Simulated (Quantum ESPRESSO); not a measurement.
Ru:

```
CELL_PARAMETERS angstrom
2.70580 0.00000 0.00000
-1.35290 2.34329 0.00000
0.00000 0.00000 4.28190
ATOMIC_POSITIONS crystal
Ru 0.66667 0.33333 0.75000
Ru 0.33333 0.66667 0.25000
```

```yaml
Program: Quantum ESPRESSO 7.5
Task: phonons
Functional: PBE
Potentials_or_basis: JTH 2.0 PBE
Cutoff: 490 eV
Density_cutoff: 2939 eV
k_mesh: 11 × 11 × 6
Occupations: cold, width 0.272 eV
Spin: no spin polarisation
Mixing_beta: 0.5
Most_SCF_iterations: 120
SCF_threshold: 4e-10 Ry
```

The cell and the atoms were relaxed first, to 13.78 Å³/atom (a = 2.721 Å, b = 2.721 Å, c = 4.298 Å, α = 90.00°, β = 90.00°, γ = 120.00°), and the response was taken there.

```
CELL_PARAMETERS angstrom
2.72129 0.00000 0.00000
-1.36064 2.35671 0.00000
0.00000 0.00000 4.29827
ATOMIC_POSITIONS crystal
Ru 0.66667 0.33333 0.75000
Ru 0.33333 0.66667 0.25000
```

Q: Which optical modes does the crystal have at the zone centre, and which show in infrared and Raman spectra?

A: The optical modes are E2g + B1g. None is infrared active. Raman active: E2g.

Optical modes at Γ, degenerate ones joined:
| cm⁻¹ | components | symmetry | active in |
| --- | --- | --- | --- |
| 175 | 2 | E2g | Raman |
| 249 | 1 | B1g | silent |

Caveat: the mesh is thin for the phonons of a metal; the cutoff is low for these files, which shifts pressure and relaxed volume.
